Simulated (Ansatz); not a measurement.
## How far do frozen cores hold at 0.4 of the volume?

Ansatz 0.2.0 under PBE, scalar-relativistic: all-electron LAPW against the default frozen-core PAW files and norm-conserving files, on the same cells and meshes. Each crystal is compressed to 0.4 of its own relaxed volume, with k spacings near 0.17 Å⁻¹ and smearing of 0.05 to 0.1 eV; spin polarisation is left out. The structure types needn't be the stable ones.

Task: For which of Ga (simple hexagonal), Ca (sc), Cd (omega), Sc (dhcp), As (beta tin), W (bcc), Sb (diamond) does the PAW pressure depart most from LAPW, and by how much?

Result: W (bcc), by +0.29 %. All values:

```
              crystal  V (Å³/atom)  P LAPW (GPa)  PAW − LAPW (%)  energy rise, PAW − LAPW (meV/atom)  norm-conserving − LAPW (%)
Ga (simple hexagonal)         7.75         413.3           -0.05                                  -6                        0.78
              Ca (sc)        17.48          45.6            0.01                                   1                       -0.38
           Cd (omega)         9.46         451.9           -0.02                                   1                        0.12
            Sc (dhcp)         9.85         169.8            0.10                                   4                       -0.50
        As (beta tin)         8.12         486.6            0.17                                   7                       -0.01
              W (bcc)         6.45          1688            0.29                                 136                        1.17
         Sb (diamond)        17.06         195.9            0.10                                   3                        0.31
```
